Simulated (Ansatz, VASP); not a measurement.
# BAs: VASP beside Ansatz

Aim: how closely do two programs agree when they are given the same cell, functional and k mesh? The cell is taken from a series of runs on this material, whose earlier steps may have relaxed, scaled, displaced or heated it; both programs get it as it stands.

Method: plane waves, with VASP 6.6.1 beside it; zone-centre phonons at LDA, in Ansatz 0.2.0.

**1. The structure**

The structure is tetragonal, space group I-4m2 (No. 119). The conventional cell has a = 3.379 Å, b = 3.379 Å, c = 4.707 Å, α = 90.00°, β = 90.00°, γ = 90.00°. Nearest to B lie 4 As at 2.06 Å. Nearest to As lie 4 B at 2.06 Å. Farther neighbours are not listed.

Structure file:

```cif
data_structure
_symmetry_space_group_name_H-M 'P 1'
_symmetry_Int_Tables_number 1
_cell_length_a 3.3539
_cell_length_b 3.3539
_cell_length_c 3.3792
_cell_angle_alpha 59.750
_cell_angle_beta 59.750
_cell_angle_gamma 60.500
_cell_volume 26.88
loop_
_atom_site_label
_atom_site_type_symbol
_atom_site_fract_x
_atom_site_fract_y
_atom_site_fract_z
_atom_site_occupancy
B1 B 0.00000 0.00000 0.00000 1
As2 As 0.75000 0.75000 0.75000 1
```

**2. VASP: zone-centre phonons, LDA**

Second derivatives magnify differences that forces hide, and they need a tight electronic threshold.

Lines of VASP's logs that name or quote its potential files are left out, and so is its time.

Input file INCAR:

```
SYSTEM = BAs
PREC = Accurate
ENCUT = 500
EDIFF = 1E-08
NELM = 120
ISMEAR = 0
SIGMA = 0.01
LREAL = .FALSE.
ALGO = Normal
GGA = CA
NBANDS = 10
LORBIT = 11
LWAVE = .FALSE.
LCHARG = .FALSE.
ISIF = 2
IBRION = 8
LEPSILON = .TRUE.
LASPH = .TRUE.
GGA_COMPAT = .FALSE.
EFERMI = MIDGAP
KPAR = 2
```

Input file POSCAR:

```
BAs
1.0
    0.0000000000      2.3894892533      2.3535692491
    2.3894892533      0.0000000000      2.3535692491
    2.3894892533      2.3894892533      0.0000000000
B As
1 1
Direct
    0.0000000000      0.0000000000      0.0000000000
    0.7500000000      0.7500000000      0.7500000000
```

Input file KPOINTS:

```
Automatic mesh
0
Gamma
12 12 12
0 0 0
```

The projector-augmented-wave data sets are B and As (LDA family, release 64).

Run with:

```sh
$ mpirun -np 2 vasp_std
```

Numbers of over 12 decimals in the logs are rounded to 6 here.

The program printed:

```text
[banner, memory and clock lines left out]
running    2 mpi-ranks, on    1 nodes
 distrk:  each k-point on    1 cores,    2 groups
 distr:  one band on    1 cores,    1 groups

 POSCAR found type information on POSCAR B As
 POSCAR found :  2 types and       2 ions
 LDA part: xc-table for (Slater(with rela. corr.)+CA(PZ))
 , standard interpolation
 POSCAR, INCAR and KPOINTS ok, starting setup
 FFT: planning ... GRIDC
 FFT: planning ... GRID_SOFT
 FFT: planning ... GRID
 WAVECAR not read
 entering main loop
       N       E                     dE             d eps       ncg     rms          rms(c)
DAV:   1     0.997048796469E+01    0.99705E+01   -0.36726E+03  3260   0.677E+02
DAV:   2    -0.130217555875E+02   -0.22992E+02   -0.22007E+02  4438   0.104E+02
DAV:   3    -0.136732972709E+02   -0.65154E+00   -0.65019E+00  3916   0.175E+01
DAV:   4    -0.136751128559E+02   -0.18156E-02   -0.18154E-02  3942   0.101E+00
DAV:   5    -0.136751159493E+02   -0.30934E-05   -0.30933E-05  3874   0.416E-02    0.512E+00
DAV:   6    -0.130196216923E+02    0.65549E+00   -0.17971E+00  3490   0.584E+00    0.242E+00
DAV:   7    -0.129365177668E+02    0.83104E-01   -0.20518E-01  3976   0.243E+00    0.895E-01
DAV:   8    -0.129231769110E+02    0.13341E-01   -0.24826E-02  3560   0.876E-01    0.102E-01
DAV:   9    -0.129232026301E+02   -0.25719E-04   -0.71544E-04  3764   0.179E-01    0.578E-02
DAV:  10    -0.129232090950E+02   -0.64648E-05   -0.84960E-05  3532   0.553E-02    0.139E-02
DAV:  11    -0.129232104846E+02   -0.13897E-05   -0.15055E-06  3932   0.923E-03    0.127E-02
DAV:  12    -0.129232103286E+02    0.15598E-06   -0.79611E-07  3608   0.395E-03    0.283E-03
DAV:  13    -0.129232103310E+02   -0.23628E-08   -0.29331E-08  3780   0.125E-03
   1 F= -.12923210E+02 E0= -.12923210E+02  d E =0.000000E+00
 Linear response reoptimize wavefunctions to high precision
DAV:   1    -0.129232103302E+02    0.78217E-09   -0.57102E-09  3614   0.350E-04
DAV:   2    -0.129232103302E+02   -0.16655E-10   -0.13401E-10  2058   0.966E-05
 Linear response G [H, r] |phi>, progress :
  Direction:   1
       N       E                     dE             d eps       ncg     rms
RMM:   1    -0.443252037808E+02   -0.44325E+02   -0.36754E+01  8325   0.452E+01
RMM:   2    -0.346314989635E+02    0.96937E+01   -0.27460E+00  5362   0.108E+01
RMM:   3    -0.346348235971E+02   -0.33246E-02   -0.10878E-02  5636   0.900E-01
RMM:   4    -0.346360249048E+02   -0.12013E-02    0.12412E-03  5791   0.989E-02
RMM:   5    -0.346361613895E+02   -0.13648E-03    0.13874E-04  5801   0.119E-02
RMM:   6    -0.346361738165E+02   -0.12427E-04    0.19211E-05  5856   0.206E-03
RMM:   7    -0.346361751152E+02   -0.12986E-05    0.62984E-06  5395   0.762E-04
RMM:   8    -0.346361753075E+02   -0.19232E-06    0.48558E-06  4929   0.607E-04
RMM:   9    -0.346361752286E+02    0.78942E-07    0.22106E-06  4528   0.592E-04
RMM:  10    -0.346361750622E+02    0.16636E-06    0.20403E-06  4119   0.592E-04
RMM:  11    -0.346361749984E+02    0.63789E-07    0.15092E-05  3696   0.592E-04
 Linear response G [H, r] |phi>, progress :
  Direction:   2
       N       E                     dE             d eps       ncg     rms
RMM:   1    -0.355273037547E+02   -0.35527E+02    0.14547E+01  8151   0.427E+01
RMM:   2    -0.300304031582E+02    0.54969E+01   -0.20436E+00  5318   0.948E+00
RMM:   3    -0.300350469077E+02   -0.46437E-02   -0.96003E-03  5679   0.789E-01
RMM:   4    -0.300359696266E+02   -0.92272E-03    0.90645E-04  5814   0.873E-02
RMM:   5    -0.300360734678E+02   -0.10384E-03    0.97571E-05  5844   0.109E-02
RMM:   6    -0.300360829399E+02   -0.94721E-05    0.73986E-06  5802   0.195E-03
RMM:   7    -0.300360839225E+02   -0.98268E-06   -0.24242E-06  5340   0.772E-04
RMM:   8    -0.300360840711E+02   -0.14853E-06   -0.36884E-06  4893   0.627E-04
RMM:   9    -0.300360840574E+02    0.13663E-07   -0.28170E-06  4588   0.612E-04
RMM:  10    -0.300360840071E+02    0.50288E-07   -0.40267E-06  4195   0.612E-04
RMM:  11    -0.300360840213E+02   -0.14144E-07   -0.77376E-06  3762   0.612E-04
 Linear response G [H, r] |phi>, progress :
  Direction:   3
       N       E                     dE             d eps       ncg     rms
RMM:   1    -0.394750331203E+02   -0.39475E+02   -0.40509E+00  8080   0.441E+01
RMM:   2    -0.323335833532E+02    0.71414E+01   -0.24243E+00  5305   0.102E+01
RMM:   3    -0.323374894510E+02   -0.39061E-02   -0.20447E-02  5637   0.848E-01
RMM:   4    -0.323376678771E+02   -0.17843E-03   -0.28341E-05  5774   0.938E-02
RMM:   5    -0.323376899540E+02   -0.22077E-04    0.49830E-06  5763   0.113E-02
RMM:   6    -0.323376921416E+02   -0.21876E-05   -0.12046E-05  5784   0.188E-03
RMM:   7    -0.323376923711E+02   -0.22950E-06   -0.16098E-05  5280   0.622E-04
RMM:   8    -0.323376924418E+02   -0.70710E-07   -0.16109E-05  4794   0.469E-04
RMM:   9    -0.323376923248E+02    0.11702E-06   -0.13483E-05  4447   0.454E-04
RMM:  10    -0.323376908544E+02    0.14704E-05   -0.91046E-06  4046   0.454E-04
[...]
RMM:   3    -0.577400300247E+00   -0.23050E-04   -0.31942E-05  5568   0.249E-02
RMM:   4    -0.577400502846E+00   -0.20260E-06   -0.23831E-07  5595   0.214E-03
RMM:   5    -0.577400503845E+00   -0.99928E-09   -0.68839E-09  5128   0.223E-04
 change of polarisation eV/A/(eV/A) component  2 :     0.470     1.155    -0.305
[...]
change of polarisation eV/A/(eV/A) component  2 :     0.248     1.307     0.018
 dielectric tensor                  component  2 :     1.672     9.798     0.124
 Linear response to external field, progress :
  Direction:   3
       N       E                     dE             d eps       ncg     rms          rms(c)
RMM:   1    -0.650488910326E+00   -0.65049E+00   -0.29294E+00 12595   0.296E+00
RMM:   2    -0.665467703411E+00   -0.14979E-01   -0.67224E-03  9263   0.406E-01    0.124E+00
RMM:   3    -0.650491641951E+00    0.14976E-01   -0.62406E-03  9430   0.452E-01    0.712E-01
RMM:   4    -0.671717694347E+00   -0.21226E-01   -0.81313E-03  9298   0.533E-01    0.735E-02
RMM:   5    -0.675016636598E+00   -0.32989E-02   -0.13215E-04  9572   0.727E-02    0.868E-03
RMM:   6    -0.675133648189E+00   -0.11701E-03   -0.83384E-07  9733   0.673E-03    0.456E-03
RMM:   7    -0.675197615580E+00   -0.63967E-04   -0.15633E-07  9732   0.293E-03    0.286E-04
RMM:   8    -0.675205872845E+00   -0.82573E-05   -0.25002E-09  9936   0.244E-04    0.111E-04
RMM:   9    -0.675202892061E+00    0.29808E-05   -0.11527E-09  8884   0.103E-04    0.247E-05
RMM:  10    -0.675203079464E+00   -0.18740E-06   -0.91706E-10  5655   0.286E-05    0.415E-06
 change of polarisation eV/A/(eV/A) component  3 :     0.456     0.103     1.269
 dielectric tensor                  component  3 :     3.071     0.695     9.542
 Linear response DOF=           4
 Linear response progress:
  Degree of freedom:   1/  4
       N       E                     dE             d eps       ncg     rms          rms(c)
RMM:   1    -0.438570239563E-01   -0.43857E-01   -0.21595E-04 22873   0.109E+00
RMM:   2    -0.407434239479E-01    0.31136E-02   -0.11320E-03 14959   0.219E-01    0.101E-01
RMM:   3    -0.407852442030E-01   -0.41820E-04   -0.14279E-04 15808   0.680E-02    0.529E-02
RMM:   4    -0.410667781165E-01   -0.28153E-03   -0.12815E-04 15446   0.629E-02    0.745E-03
RMM:   5    -0.410445442103E-01    0.22234E-04   -0.69925E-07 16465   0.692E-03    0.701E-04
RMM:   6    -0.410423658890E-01    0.21783E-05    0.31201E-09 16368   0.549E-04    0.272E-04
RMM:   7    -0.410417114104E-01    0.65448E-06    0.10743E-08 16686   0.247E-04    0.475E-05
RMM:   8    -0.410418106005E-01   -0.99190E-07    0.12325E-08 16907   0.523E-05    0.130E-05
RMM:   9    -0.410417693604E-01    0.41240E-07    0.13317E-08 17488   0.330E-05    0.174E-06
RMM:  10    -0.410417702726E-01   -0.91223E-09    0.12896E-08 15810   0.241E-05    0.370E-07
 first order change of Fermi-energy   0.21062E-04
 force on displaced ion       1 direction 1 : -16.739   0.000   0.000
 Born effective charge ion    1 direction 1 :  -0.532   0.000   0.000
 Linear response progress:
  Degree of freedom:   2/  4
       N       E                     dE             d eps       ncg     rms          rms(c)
RMM:   1    -0.434418734488E-01   -0.43442E-01    0.12277E-03 13146   0.108E+00
RMM:   2    -0.407100265324E-01    0.27318E-02   -0.10760E-03  8796   0.213E-01    0.998E-02
RMM:   3    -0.407523166924E-01   -0.42290E-04   -0.13536E-04  9205   0.667E-02    0.522E-02
RMM:   4    -0.410286814979E-01   -0.27636E-03   -0.12090E-04  9046   0.616E-02    0.752E-03
RMM:   5    -0.410076148257E-01    0.21067E-04   -0.74451E-07  9550   0.691E-03    0.721E-04
RMM:   6    -0.410054030585E-01    0.22118E-05   -0.25722E-08  9519   0.570E-04    0.268E-04
RMM:   7    -0.410046242487E-01    0.77881E-06   -0.22239E-08  9716   0.272E-04    0.486E-05
RMM:   8    -0.410047134746E-01   -0.89226E-07   -0.20360E-08  9831   0.550E-05    0.130E-05
RMM:   9    -0.410046713695E-01    0.42105E-07   -0.20440E-08 10221   0.337E-05    0.177E-06
RMM:  10    -0.410046730051E-01   -0.16356E-08   -0.20357E-08  9100   0.249E-05    0.682E-07
 first order change of Fermi-energy   0.42629E-03
 force on displaced ion       1 direction 3 :   0.000   0.000 -16.770
 Born effective charge ion    1 direction 3 :   0.000   0.000  -0.553
 Linear response progress:
  Degree of freedom:   3/  4
       N       E                     dE             d eps       ncg     rms          rms(c)
RMM:   1    -0.403188286043E-01   -0.40319E-01    0.29184E-02 23256   0.115E+00
RMM:   2    -0.378813896085E-01    0.24374E-02   -0.92174E-04 15160   0.217E-01    0.976E-02
RMM:   3    -0.377670686085E-01    0.11432E-03   -0.13924E-05 16278   0.269E-02    0.571E-02
RMM:   4    -0.377949501802E-01   -0.27882E-04   -0.19080E-05 16022   0.300E-02    0.317E-03
RMM:   5    -0.377899174936E-01    0.50327E-05   -0.80621E-09 16737   0.260E-03    0.845E-04
RMM:   6    -0.377865935392E-01    0.33240E-05    0.53568E-08 16697   0.479E-04    0.137E-04
RMM:   7    -0.377859434471E-01    0.65009E-06    0.51220E-08 17215   0.105E-04    0.446E-05
RMM:   8    -0.377858815823E-01    0.61865E-07    0.48023E-08 16889   0.463E-05    0.150E-05
RMM:   9    -0.377859222792E-01   -0.40697E-07    0.44291E-08 17649   0.350E-05    0.676E-07
RMM:  10    -0.377859267123E-01   -0.44331E-08    0.36161E-08 12943   0.304E-05    0.252E-07
 first order change of Fermi-energy   0.38569E-04
 force on displaced ion       2 direction 1 : -16.735   0.000  -0.000
 Born effective charge ion    2 direction 1 :   0.527   0.000   0.000
 Linear response progress:
  Degree of freedom:   4/  4
       N       E                     dE             d eps       ncg     rms          rms(c)
RMM:   1    -0.397959511036E-01   -0.39796E-01    0.31001E-02 13337   0.114E+00
RMM:   2    -0.377693982443E-01    0.20266E-02   -0.89337E-04  8947   0.213E-01    0.958E-02
RMM:   3    -0.376491293637E-01    0.12027E-03   -0.15538E-05  9526   0.268E-02    0.561E-02
RMM:   4    -0.376659973482E-01   -0.16868E-04   -0.20063E-05  9345   0.300E-02    0.313E-03
RMM:   5    -0.376624834687E-01    0.35139E-05   -0.12688E-07  9744   0.265E-03    0.817E-04
RMM:   6    -0.376597072127E-01    0.27763E-05   -0.53777E-08  9705   0.497E-04    0.141E-04
RMM:   7    -0.376588816659E-01    0.82555E-06   -0.53657E-08  9959   0.115E-04    0.417E-05
RMM:   8    -0.376587712643E-01    0.11040E-06   -0.55818E-08  9584   0.508E-05    0.137E-05
RMM:   9    -0.376588183262E-01   -0.47062E-07   -0.55452E-08 10265   0.348E-05    0.102E-06
RMM:  10    -0.376588234357E-01   -0.51094E-08   -0.57987E-08  7691   0.303E-05    0.254E-07
 first order change of Fermi-energy   0.23387E-03
 force on displaced ion       2 direction 3 :   0.000   0.000 -16.772
 Born effective charge ion    2 direction 3 :   0.000   0.000   0.547
 Born effective charges drift removed
 Linear response finished
```

OUTCAR, selected parts (step 2):

```text
ion  position               nearest neighbor table
   1  0.000  0.000  0.000-   2 2.06   2 2.06   2 2.06   2 2.06
   2  0.750  0.750  0.750-   1 2.06   1 2.06   1 2.06   1 2.06

  LATTYP: Found a body centered tetragonal cell.
 ALAT       =     3.3792481092
 C/A-ratio  =     1.3929543929

 Subroutine GETGRP returns: Found  8 space group operations
 (whereof  8 operations were pure point group operations)

The static configuration has the point symmetry D_2d.

 Found    163 irreducible k-points:

   k-points           NKPTS =    163   k-points in BZ     NKDIM =    163   number of bands    NBANDS=     10

   dimension x,y,z NGX =    24 NGY =   24 NGZ =   28
   dimension x,y,z NGXF=    48 NGYF=   48 NGZF=   56

   ENCUT  =  500.0 eV  36.75 Ry    6.06 a.u.   6.12  6.12  6.16*2*pi/ulx,y,z

   NELECT =       8.0000    total number of electrons

 k-points in reciprocal lattice and weights: Automatic mesh
   0.00000000  0.00000000  0.00000000       0.001
   0.08333333  0.00000000  0.00000000       0.005
   0.16666667  0.00000000  0.00000000       0.005
   0.25000000 -0.00000000  0.00000000       0.005
   0.33333333  0.00000000  0.00000000       0.005
   0.41666667 -0.00000000  0.00000000       0.005
   0.50000000 -0.00000000  0.00000000       0.002
   0.08333333  0.08333333  0.00000000       0.001
   0.16666667  0.08333333  0.00000000       0.005
[...]
-0.33333333  0.16666667  0.50000000       0.002
  -0.25000000  0.25000000  0.50000000       0.001

 average (electrostatic) potential at core
       1 -31.7745       2 -51.8506

  Total       -0.3676028     -0.3676028      0.1537455      0.0000000      0.0000000      0.0000000
  in kB      -21.9140281    -21.9140281      9.1652821      0.0000000      0.0000000      0.0000000
  external PRESSURE =     -11.5542580 kB  Pullay stress =       0.0000000 kB

  energy-cutoff  :      500.00
  volume of cell :       26.88
      direct lattice vectors                 reciprocal lattice vectors
     0.000000000  2.389489253  2.353569249    -0.209249738  0.209249738  0.212443292
     2.389489253  0.000000000  2.353569249     0.209249738 -0.209249738  0.212443292
     2.389489253  2.389489253  0.000000000     0.209249738  0.209249738 -0.212443292

 POSITION                                       TOTAL-FORCE (eV/Angst)
 -----------------------------------------------------------------------------------
      0.00000      0.00000      0.00000        -0.000000     -0.000000     -0.000000
      3.58423      3.58423      3.53035         0.000000      0.000000      0.000000
 -----------------------------------------------------------------------------------
    total drift:                                0.000000      0.000000      0.000000

 MACROSCOPIC STATIC DIELECTRIC TENSOR (including local field effects in DFT)
 ------------------------------------------------------
           9.798362    -0.000000     0.000000
          -0.000000     9.798362     0.000000
           0.000000     0.000000     9.541733
 ------------------------------------------------------

 PIEZOELECTRIC TENSOR (including local field effects)  for field in x, y, z        (C/m^2)
          XX          YY          ZZ          XY          YZ          ZX
  --------------------------------------------------------------------------------
  x    -0.00000     0.00000     0.00000     0.00000    -0.09831     0.00000
  y     0.00000    -0.00000     0.00000     0.00000     0.00000    -0.09831
  z     0.00000     0.00000     0.00000    -0.11503     0.00000     0.00000

 BORN EFFECTIVE CHARGES (including local field effects) (in |e|, cummulative output)
 ---------------------------------------------------------------------------------
 ion    1
    1    -0.52846     0.00000     0.00000
    2     0.00000    -0.52846     0.00000
    3     0.00000     0.00000    -0.54994
 ion    2
    1     0.52846     0.00000     0.00000
    2     0.00000     0.52846     0.00000
    3     0.00000     0.00000     0.54994

 Eigenvectors and eigenvalues of the dynamical matrix
 ----------------------------------------------------

   1 f  =   20.828560 THz   130.869701 2PiTHz  694.765973 cm-1    86.139963 meV
             X         Y         Z           dx          dy          dz
      0.000000  0.000000  0.000000     0.000000    0.000000    0.934818
      3.584234  3.584234  3.530354     0.000000    0.000000   -0.355128

   2 f  =   20.808472 THz   130.743488 2PiTHz  694.095926 cm-1    86.056888 meV
             X         Y         Z           dx          dy          dz
      0.000000  0.000000  0.000000     0.934837    0.000000    0.000000
      3.584234  3.584234  3.530354    -0.355076    0.000000    0.000000

   3 f  =   20.808472 THz   130.743488 2PiTHz  694.095926 cm-1    86.056888 meV
             X         Y         Z           dx          dy          dz
      0.000000  0.000000  0.000000     0.000000    0.934837    0.000000
      3.584234  3.584234  3.530354     0.000000   -0.355076    0.000000

   4 f/i=    0.000478 THz     0.003001 2PiTHz    0.015934 cm-1     0.001976 meV
             X         Y         Z           dx          dy          dz
      0.000000  0.000000  0.000000     0.000000    0.000000   -0.355128
      3.584234  3.584234  3.530354     0.000000    0.000000   -0.934818

   5 f/i=    0.000682 THz     0.004284 2PiTHz    0.022745 cm-1     0.002820 meV
             X         Y         Z           dx          dy          dz
      0.000000  0.000000  0.000000     0.000000   -0.355076    0.000000
      3.584234  3.584234  3.530354     0.000000   -0.934837    0.000000

   6 f/i=    0.000682 THz     0.004284 2PiTHz    0.022745 cm-1     0.002820 meV
             X         Y         Z           dx          dy          dz
      0.000000  0.000000  0.000000    -0.355076    0.000000    0.000000
      3.584234  3.584234  3.530354    -0.934837    0.000000    0.000000

 MACROSCOPIC STATIC DIELECTRIC TENSOR IONIC CONTRIBUTION
 ------------------------------------------------------
           0.112345     0.000000    -0.000000
           0.000000     0.112345    -0.000000
          -0.000000    -0.000000     0.121411
 ------------------------------------------------------

 ELASTIC MODULI CONTR FROM IONIC RELAXATION (kBar)
 Direction    XX          YY          ZZ          XY          YZ          ZX
 --------------------------------------------------------------------------------
 XX           0.0000      0.0000      0.0000      0.0000      0.0000      0.0000
 YY           0.0000      0.0000      0.0000      0.0000      0.0000      0.0000
 ZZ           0.0000      0.0000      0.0000      0.0000      0.0000      0.0000
 XY           0.0000      0.0000      0.0000   -190.3357      0.0000      0.0000
 YZ           0.0000      0.0000      0.0000      0.0000   -180.6731      0.0000
 ZX           0.0000      0.0000      0.0000      0.0000      0.0000   -174.5003
 --------------------------------------------------------------------------------

 PIEZOELECTRIC TENSOR IONIC CONTR  for field in x, y, z        (C/m^2)
          XX          YY          ZZ          XY          YZ          ZX
  --------------------------------------------------------------------------------
  x     0.00000     0.00000     0.00000    -0.00000     0.13406    -0.00000
  y     0.00000     0.00000     0.00000    -0.00000    -0.00000     0.13175
  z     0.00000     0.00000     0.00000     0.14304    -0.00000    -0.00000
```

[end of part 1 of 2]

[Lines on the potential files, build, host, timing and source positions are cut from VASP's logs without a mark.]

[Logs are printed without paths, hosts, clocks, repeated set-up lines and the standing remarks that a program may print on its own settings, such as how far it seeks lower states.]

[Hosts, paths, dates, database ids (printed as entryN), source tags and the programs' standing remarks are cut or masked in the printed files.]
